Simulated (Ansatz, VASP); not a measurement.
# OH2: VASP beside Ansatz

```
CELL_PARAMETERS angstrom
15.00000 0.00000 0.00000
0.00000 15.50000 0.00000
0.00000 0.00000 16.00000
ATOMIC_POSITIONS crystal
O 0.50009 0.47993 0.48450
H 0.55085 0.51145 0.50629
H 0.44905 0.50861 0.50921
```

Alike in both runs: functional PBE; k mesh 1 × 1 × 1; occupations gaussian, width 0.005 eV; no spin polarisation.

Ansatz relaxed the structure, and its values are those at the end. VASP's run is a single point on that final structure, the one shown.

|  | VASP | Ansatz |
| --- | --- | --- |
| version | VASP 6.6.1 | Ansatz 0.2.0 |
| potentials or method | VASP PAW PBE potentials, release 64 (O, H) | scalar-relativistic, plane waves, PAW |
| plane-wave cutoff (eV) | 520 | 420 |
| valence electrons in the cell | 8 | 8 |

VASP gave:

* gap on the k mesh at the Fermi level (eV): 6.23
* least direct gap on the mesh (eV): 6.23
* rms of the force components (eV/Å): 0.068

Task: Estimate Ansatz's values.

Result: gap on the k mesh at the Fermi level (eV): 6.25; least direct gap on the mesh (eV): 6.25; rms of the force components (eV/Å): 0.001.
